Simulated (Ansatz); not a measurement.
# TiCo3: how settings move the results

Aim, for TiCo3: sweep the k-point mesh.

Program: Ansatz 0.2.0. Level of theory: DFT PBEsol, scalar-relativistic, plane waves, PAW. These are calculated values, not measurements.

2 further runs of the same task are left out: 2 for a known fault of the program.

## 1. The starting structure

It takes space group Pm-3m (No. 221, cubic). Conventional cell: a = 3.614 Å, b = 3.614 Å, c = 3.614 Å, α = 90.00°, β = 90.00°, γ = 90.00°. Ti (site symmetry m-3m) has 12 Co at 2.56 Å as nearest neighbours. Co (site symmetry 4/mmm) is surrounded by 4 Ti at 2.56 Å and 8 Co at 2.56 Å.

Structure file:

```cif
data_structure
_symmetry_space_group_name_H-M 'Pm-3m'
_symmetry_Int_Tables_number 221
_cell_length_a 3.6140
_cell_length_b 3.6140
_cell_length_c 3.6140
_cell_angle_alpha 90.000
_cell_angle_beta 90.000
_cell_angle_gamma 90.000
_cell_volume 47.20
loop_
_atom_site_label
_atom_site_type_symbol
_atom_site_symmetry_multiplicity
_atom_site_Wyckoff_symbol
_atom_site_fract_x
_atom_site_fract_y
_atom_site_fract_z
_atom_site_occupancy
Ti1 Ti 1 a 0.00000 0.00000 0.00000 1
Co1 Co 3 c 0.00000 0.50000 0.50000 1
```

Source of the structure: the Crystallography Open Database. It is taken as it stands there.

## 2. The base input

input.yaml

```yaml
crystal:
  lattice:
    - [3.614, 0.0, 0.0]
    - [0.0, 3.614, 0.0]
    - [0.0, 0.0, 3.614]
  atoms:
    - { symbol: Ti, position: [0.0, 0.0, 0.0], spin: -0.41 }
    - { symbol: Co, position: [0.0, 0.5, 0.5], spin: 1.22 }
    - { symbol: Co, position: [0.5, 0.0, 0.5], spin: 1.22 }
    - { symbol: Co, position: [0.5, 0.5, 0.0], spin: 1.22 }
basis:
  ecutwfc: 420
kpoints:
  mp_grid: { grid: [12, 12, 12] }
hamiltonian:
  xc: pbesol
scf:
  occupations: { method: gaussian, width: 0.1 }
output:
  forces: true
  stress: true
  eigenvalues: true
  populations: true
magnetization:
  spin_polarized: true
```

It was run beforehand and gave: -4438.4827 eV/atom at zero smearing, pressure -10.27 GPa, largest force 0.000 eV/Å, no gap on the mesh, site moments Ti -0.38, Co +1.10 (×3) μB, in 14 SCF cycles and 20 s.

## 3. K-point mesh: 1×1×1

input.yaml

```yaml
crystal:
  lattice:
    - [3.614, 0.0, 0.0]
    - [0.0, 3.614, 0.0]
    - [0.0, 0.0, 3.614]
  atoms:
    - { symbol: Ti, position: [0.0, 0.0, 0.0], spin: -0.42 }
    - { symbol: Co, position: [0.0, 0.5, 0.5], spin: 1.21 }
    - { symbol: Co, position: [0.5, 0.0, 0.5], spin: 1.21 }
    - { symbol: Co, position: [0.5, 0.5, 0.0], spin: 1.21 }
basis:
  ecutwfc: 420
kpoints:
  mp_grid: { grid: [1, 1, 1] }
hamiltonian:
  xc: pbesol
scf:
  occupations: { method: gaussian, width: 0.1 }
output:
  forces: true
  stress: true
  eigenvalues: true
  populations: true
magnetization:
  spin_polarized: true
```

Command:

```bash
> ansatz run input.yaml --threads 1 --pin off --max-ram 2560MiB --backend cpu --events-out ev --progress --plain --runs-dir out
```

## 4. K-point mesh: 2×2×2

Edit input.yaml of step 3 so:

```diff
@@ -13,3 +13,3 @@
 kpoints:
-  mp_grid: { grid: [1, 1, 1] }
+  mp_grid: { grid: [2, 2, 2] }
 hamiltonian:
```

## 5. K-point mesh: 4×4×4

Edit input.yaml of step 4 so:

```diff
@@ -13,3 +13,3 @@
 kpoints:
-  mp_grid: { grid: [2, 2, 2] }
+  mp_grid: { grid: [4, 4, 4] }
 hamiltonian:
```

## 6. K-point mesh set to 6×6×6

Edit input.yaml of step 5 so:

```diff
@@ -13,3 +13,3 @@
 kpoints:
-  mp_grid: { grid: [4, 4, 4] }
+  mp_grid: { grid: [6, 6, 6] }
 hamiltonian:
```

## 7. K-point mesh set to 8×8×8

Edit input.yaml of step 6 so:

```diff
@@ -13,3 +13,3 @@
 kpoints:
-  mp_grid: { grid: [6, 6, 6] }
+  mp_grid: { grid: [8, 8, 8] }
 hamiltonian:
```

## 8. K-point mesh set to 10×10×10

Edit input.yaml of step 7 so:

```diff
@@ -13,3 +13,3 @@
 kpoints:
-  mp_grid: { grid: [8, 8, 8] }
+  mp_grid: { grid: [10, 10, 10] }
 hamiltonian:
```

## 9. K-point mesh set to 14×14×14

Edit input.yaml of step 8 so:

```diff
@@ -13,3 +13,3 @@
 kpoints:
-  mp_grid: { grid: [10, 10, 10] }
+  mp_grid: { grid: [14, 14, 14] }
 hamiltonian:
```

## 10. K-point mesh set to 16×16×16

Edit input.yaml of step 9 so:

```diff
@@ -13,3 +13,3 @@
 kpoints:
-  mp_grid: { grid: [14, 14, 14] }
+  mp_grid: { grid: [16, 16, 16] }
 hamiltonian:
```

(Steps that only read results are left out.)

Q: Predict the outcome of the series: the values and the trend.

The runs gave:

| quantity | value |
| --- | --- |
| k-point mesh: within 10 and 1 meV/atom of 16×16×16 from | 6×6×6 for 10; 10×10×10 for 1 |

What this shows: For the k-point mesh, the energy stays within 1 meV/atom of the reference from 10×10×10 on, at about 0.35 of the reference's time. The reference is only the best run made, not a proven limit. The error changes sign along the series, since a k mesh isn't variational, and a metal needs dense meshes to resolve its Fermi surface. The cell's moment varies from 0.00 to 2.72 μB over the series. The listed cell is far from this method's equilibrium (-10.3 GPa, forces up to 0.00 eV/Å), so its values are not those of the relaxed crystal.
